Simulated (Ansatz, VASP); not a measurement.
## One calculation of TiC, two programs

```
Ti C
1.0
     0.00000    2.16572    2.16572
     2.16572    0.00000    2.16572
     2.16572    2.16572    0.00000
Ti C
1 1
Direct
  0.00000 0.00000 0.00000
  0.50000 0.50000 0.50000
```

The cell is a database's computed one.

Alike in both runs: functional r2SCAN; k mesh 11 × 11 × 11; occupations fermi-dirac, width 0.05 eV; no spin polarisation.

|  | VASP | Ansatz |
| --- | --- | --- |
| version | VASP 6.6.1 | Ansatz 0.2.0 |
| potentials or method | VASP PAW PBE potentials, release 64 (Ti_sv, C) | Ansatz PAW |
| plane-wave cutoff (eV) | 520 | 500 |
| valence electrons in the cell | 16 | 16 |
| task | single point | band structure |

|  | VASP | Ansatz | Ansatz less VASP |
| --- | --- | --- | --- |
| gap on the k mesh at the Fermi level (eV) | none | none | - |
| pressure (GPa) | 0.3 | -0.7 | -0.96 |

A gap of «none» marks a metal or a gap that the smearing closes.

Caveats: the PAW data sets were made with another functional, which shifts forces and pressure a little (VASP); the PAW data sets come from PBE, with cores solved anew for the run's functional, which leaves a small shift of forces and pressure (Ansatz).
